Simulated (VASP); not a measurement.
Input of a VASP 6.6.1 run:

INCAR

```
SYSTEM = WSe2
PREC = Accurate
ENCUT = 520
EDIFF = 1E-6
ISMEAR = -1
SIGMA = 0.05
LREAL = .False.
LASPH = .True.
NELM = 80
ALGO = Normal
ISIF = 2
LWAVE = .False.
LCHARG = .True.
LNONCOLLINEAR = .True.
MAGMOM = 0 0 0 0 0 0 0 0 0 0 0 0 0 0 0 0 0 0
LORBIT = 11
LSORBIT = .True.
GGA_COMPAT = .False.
LMAXMIX = 4
GGA = CA
LVHAR = .True.
KPAR = 4
```

The input KPOINTS:

```
regular mesh
0
Gamma
  12 12 3
  0 0 0
```

POSCAR

```
WSe2                                    
1.0
    3.2548658446     -0.0000000000     -0.0000000000
   -1.6274329223      2.8187965073     -0.0000000000
    0.0000000000      0.0000000000     12.8598416172
  Se              W             
     4     2
Direct
     0.3333333300000021    0.6666666699999979    0.8798800221534291
     0.6666666699999979    0.3333333300000021    0.3798800221534290
     0.3333333300000021    0.6666666699999979    0.6201199778465709
     0.6666666699999979    0.3333333300000021    0.1201199778465709
     0.6666666699999979    0.3333333300000021    0.7500000000000000
     0.3333333300000021    0.6666666699999979    0.2500000000000000
```

Potentials or basis: VASP PAW LDA potentials, release 64 (Se, W_sv).

The run is started by

```console
$ cat potpaw_LDA.64/Se/POTCAR potpaw_LDA.64/W_sv/POTCAR > POTCAR
$ mpirun -np 4 vasp_ncl > vasp.out
```

(1) What does it give for the pressure?

(2) Estimate the largest force.

Answers

(1) 0.2 GPa.

(2) 0.043 eV/Å.
